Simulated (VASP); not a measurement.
# HCl (Fmmm) in VASP: notebook, part 2 of 2

VASP 6.6.1.

## (3) Single point, PBEsol (strain +0.080 along x and y, -0.080 along z, atoms carried along)

Contents of INCAR:

```
ALGO     = Fast           # electronic algorithm
EDIFF    = 1E-6           # SCF threshold, eV
ENCUT    = 520            # plane-wave cutoff, eV
GGA      = PS             # functional
ISIF     = 2              # what is computed and relaxed
ISMEAR   = 0              # smearing method
LASPH    = T              # aspherical terms in the spheres
LCHARG   = T              # write CHGCAR
LELF     = T              # ELF
LREAL    = F              # projectors in reciprocal space
LVHAR    = T            
LWAVE    = F              # write WAVECAR
NBANDS   = 11             # bands
NELM     = 100            # most SCF steps
PREC     = Accurate       # precision mode
SIGMA    = 0.15           # smearing width, eV
```

Contents of KPOINTS:

```
k-points
0
Gamma
  16 16 16
```

Contents of POSCAR:

```
HCl
1.0
    0.0000000000      2.8890000000      2.6266000000
    2.7162000000      0.0000000000      2.6266000000
    2.7162000000      2.8890000000      0.0000000000
H Cl
1 1
Direct
    0.0000000000      0.0000000000      0.0000000000
    0.5000000000      0.5000000000      0.5000000000
```

Potentials or basis: VASP PAW PBE potentials, release 64 (H, Cl).

Launch:

```
> cat potpaw_PBE.64/H/POTCAR potpaw_PBE.64/Cl/POTCAR > POTCAR
> mpirun -np 1 vasp_std > vasp.out
```

OUTCAR:

```text
EDIFF = 1E-6
   ENCUT = 520
   GGA = PS
   ISIF = 2
   ISMEAR = 0
   LASPH = T
   LREAL = F
   NELM = 100
   PREC = Accurate

 ion  position               nearest neighbor table
   1  0.000  0.000  0.000-
   2  0.500  0.500  0.500-

  LATTYP: Found a face centered orthorhombic cell.
 ALAT       =     5.2532000000
 B/A-ratio  =     1.0341125409
 C/A-ratio  =     1.0999010127

  Lattice vectors:

 A1 = (   2.7162000000,   2.8890000000,   0.0000000000)
[... 524 lines left out ...]

------------------------ aborting loop because EDIFF is reached ----------------------------------------

  FORCE on cell =-STRESS in cart. coord.  units (eV):
  Direction    XX          YY          ZZ          XY          YZ          ZX
  --------------------------------------------------------------------------------------
  -------------------------------------------------------------------------------------
  Total       -2.7481627     -1.7447847     -3.5020246      0.0000000      0.0000000      0.0000000
  in kB     -106.8119406    -67.8139760   -136.1120416      0.0000000      0.0000000      0.0000000
  external PRESSURE =    -103.5793194 kB  Pullay stress =       0.0000000 kB

 VOLUME and BASIS-vectors are now :
 -----------------------------------------------------------------------------
  energy-cutoff  :      520.00
  volume of cell :       41.22
      direct lattice vectors                 reciprocal lattice vectors
     0.000000000  2.889000000  2.626600000    -0.184080701  0.173070267  0.190360161
     2.716200000  0.000000000  2.626600000     0.184080701 -0.173070267  0.190360161
     2.716200000  2.889000000  0.000000000     0.184080701  0.173070267 -0.190360161

 POSITION                                       TOTAL-FORCE (eV/Angst)
 -----------------------------------------------------------------------------------
      0.00000      0.00000      0.00000         0.000000      0.000000     -0.000000
      2.71620      2.88900      2.62660         0.000000      0.000000      0.000000
 -----------------------------------------------------------------------------------
    total drift:                                0.000000     -0.000000      0.000000

  FREE ENERGIE OF THE ION-ELECTRON SYSTEM (eV)
  ---------------------------------------------------
  free  energy   TOTEN  =        -3.0489948090 eV

  energy  without entropy=       -3.0461250391  energy(sigma->0) =       -3.04755992
```

stdout:

```text
POSCAR found type information on POSCAR H Cl
 POSCAR found :  2 types and       2 ions
 scaLAPACK will be used
 -----------------------------------------------------------------------------
|                                                                             |
|                                                                             |
|     You enforced a specific xc type in the INCAR file but a different       |
|     I HOPE YOU KNOW WHAT YOU ARE DOING!                                     |
|                                                                             |
 -----------------------------------------------------------------------------

 LDA part: xc-table for (Slater+PW92), standard interpolation
 POSCAR, INCAR and KPOINTS ok, starting setup
 FFT: planning ... GRIDC
 FFT: planning ... GRID_SOFT
 FFT: planning ... GRID
 WAVECAR not read
 entering main loop
```

Run time: 2.9 min. Hardware: 1 thread of Intel Xeon 6975P-C (Granite Rapids), shared host; peak memory 0.36 GiB.

What came out:

| Item | Value |
| --- | --- |
| Free energy | -3.0490 eV |
| Pressure | -10.4 GPa |
| Band gap on the k mesh | none (metal or under the smearing width) |

Stress tensor (GPa, compression positive):
```
-10.68   0.00   0.00
  0.00  -6.78   0.00
  0.00   0.00 -13.61
```

Caveat: the PAW data sets were made with another functional, which shifts forces and pressure a little.

## (4) Single point, PBEsol (strain -0.080 along x and y, -0.080 along z, atoms carried along)

Contents of INCAR:

```
  PREC = Accurate
  ENCUT = 520
  EDIFF = 1E-7
  ISMEAR = 0
  SIGMA = 0.15
  LREAL = False
  LASPH = True
  NELM = 100
  ALGO = Fast
  ISIF = 2
  LWAVE = False
  LCHARG = False
  GGA = PS
  NBANDS = 11
```

Contents of KPOINTS:

```
Automatic mesh
0
Gamma
  16 16 16
```

Contents of POSCAR:

```
HCl
1.0
    0.0000000000      2.4610000000      2.6266000000
    2.3138000000      0.0000000000      2.6266000000
    2.3138000000      2.4610000000      0.0000000000
H Cl
1 1
Direct
    0.0000000000      0.0000000000      0.0000000000
    0.5000000000      0.5000000000      0.5000000000
```

Launch:

```
> cat potpaw_PBE.64/H/POTCAR potpaw_PBE.64/Cl/POTCAR > POTCAR
> mpirun -np 1 vasp_std > vasp.out
```

Wall time 2.9 min (1 thread of Intel Xeon 6975P-C (Granite Rapids), shared host); peak memory 0.3 GiB.

The run converged. Its results:

```
Free energy            : -3.8486 eV
Pressure               : -10.5 GPa
Band gap on the k mesh : none (metal or under the smearing width)
```

Stress tensor (GPa, compression positive):
```
-17.23   0.00   0.00
  0.00  -9.26   0.00
  0.00   0.00  -4.87
```

Levels at points of the mesh, in eV from the Fermi level:
| k point | band 2 | band 3 | band 4 | band 5 | band 6 | band 7 |
| --- | --- | --- | --- | --- | --- | --- |
| (0.00, 0.00, 0.00) | -0.24 | -0.02 | 0.01 | 0.18 | 12.15 | 12.64 |
| (0.50, 0.00, 0.00) | -4.80 | -0.57 | -0.26 | 3.55 | 7.88 | 10.68 |
| (0.50, 0.50, 0.00) | -3.16 | -1.19 | -0.80 | -0.36 | 9.14 | 13.55 |
| (0.50, 0.00, 0.50) | -3.16 | -1.62 | -0.83 | -0.59 | 8.91 | 14.38 |
| (0.00, 0.50, 0.50) | -3.10 | -1.65 | -1.23 | -0.74 | 8.53 | 15.26 |

Caveat: the PAW data sets were made with another functional, which shifts forces and pressure a little.

## (5) The runs side by side

```tsv
cell	further INCAR settings	gap on the mesh (eV)	pressure (GPa)
strain -0.080 along x and y, +0.000 along z, atoms carried along	ALGO = Fast; EDIFF = 1e-06; NBANDS = 11	none	-10.8
strain +0.080 along x and y, -0.080 along z, atoms carried along	ALGO = Fast; EDIFF = 1e-06; NBANDS = 11	none	-10.4
strain -0.080 along x and y, -0.080 along z, atoms carried along	ALGO = Fast; EDIFF = 1e-07; NBANDS = 11	none	-10.5
```

Alike in all rows: task single point; level PBEsol; potentials or basis VASP PAW PBE potentials, release 64 (H, Cl); no spin polarisation; k mesh 16 × 16 × 16; cutoff (eV) 520; smearing gaussian 0.15 eV.

Caveats: the PAW data sets were made with another functional, which shifts forces and pressure a little.

Total energies depend on the potentials used, so only differences within one code and one set of settings carry meaning.
